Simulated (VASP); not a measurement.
Write the native input for VASP 6.6.1 that does the following.

```
Task                   : relaxation of the atoms
Functional             : r2SCAN
Potentials or basis    : VASP PAW PBE potentials, release 64 (Al)
Cutoff                 : 600 eV
k mesh                 : 16 × 16 × 16
Occupations            : methfessel-paxton, width 0.1 eV
Spin                   : no spin polarisation
Further INCAR settings : ALGO = Normal; EDIFF = 1e-07; IBRION = 2; EDIFFG = -0.01; NSW = 40
```

The structure of Al lies in POSCAR:

```
Al                                      
1.0
    0.0000000000      1.9943126524      1.9943126524
    1.9943126524      0.0000000000      1.9943126524
    1.9943126524      1.9943126524      0.0000000000
  Al            
     1
Direct
     0.0000000000000000    0.0000000000000000    0.0000000000000000
```

These files were run (other wordings do the same):

INCAR

```
SYSTEM = Al
PREC = Accurate
ENCUT = 600
EDIFF = 1E-7
ISMEAR = 1
SIGMA = 0.1
LREAL = .FALSE.
LASPH = .TRUE.
NELM = 80
ALGO = Normal
ISIF = 2
LWAVE = .FALSE.
LCHARG = .FALSE.
METAGGA = R2SCAN
LMIXTAU = .TRUE.
IBRION = 2
NSW = 40
EDIFFG = -0.01
```

KPOINTS

```
Automatic mesh
0
G
  16 16 16
  0 0 0
```

Potentials or basis: VASP PAW PBE potentials, release 64 (Al).

Command:

```console
$ cat potpaw_PBE.64/Al/POTCAR > POTCAR
$ mpirun -np 1 vasp_std > vasp.out
```

Results of the run:

| Item | Value |
| --- | --- |
| Pressure after relaxing | 0.0 GPa |
| Band gap on the k mesh | none (metal or under the smearing width) |

Caveat: the relaxation stopped at its first step, so nothing moved; the PAW data sets were made with another functional, which shifts forces and pressure a little.

Wall time 66 s on 1 thread of AMD EPYC 9R14 (Zen 4), on a shared host, peak memory 0.11 GiB.
